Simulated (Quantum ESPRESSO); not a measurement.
HfN:

```xyz
2
Lattice="0.0000 2.2560 2.2560 2.2560 0.0000 2.2560 2.2560 2.2560 0.0000" Properties=species:S:1:pos:R:3 pbc="T T T"
Hf    0.0000    0.0000    0.0000
N     2.2560    2.2560    2.2560
```

- Program: Quantum ESPRESSO 7.5
- Task: single point
- Functional: PBE
- Potentials or basis: SSSP 1.3 efficiency PBE
- Cutoff: 816 eV
- Density cutoff: 6531 eV
- k mesh: 10 × 10 × 10
- Occupations: fermi-dirac, width 0.05 eV
- Spin: no spin polarisation

On this cell: pressure 5.8 GPa; largest force zero by symmetry; band gap on the k mesh none (metal or under the smearing width).

The same run follows on a disturbed copy (atoms moved at random, drawn with an rms of 0.05 Å):

```
CELL_PARAMETERS angstrom
0.00000 2.25600 2.25600
2.25600 0.00000 2.25600
2.25600 2.25600 0.00000
ATOMIC_POSITIONS crystal
Hf 0.02558 0.01152 0.98645
N 0.48681 0.50285 0.51365
```

Task: What does the disturbed cell give?

Result: The energy (extrapolated to zero smearing) moves by +40.1 meV/atom; pressure 7.6 GPa; largest force 1.388 eV/Å; band gap on the k mesh none (metal or under the smearing width).

Forces on the atoms (eV/Å):
```
Hf   0.489 -0.307 -1.263
N   -0.489  0.307  1.263
```

Stress tensor (GPa, compression positive):
```
 6.53  0.09  0.48
 0.09  6.16 -0.31
 0.48 -0.31 10.16
```
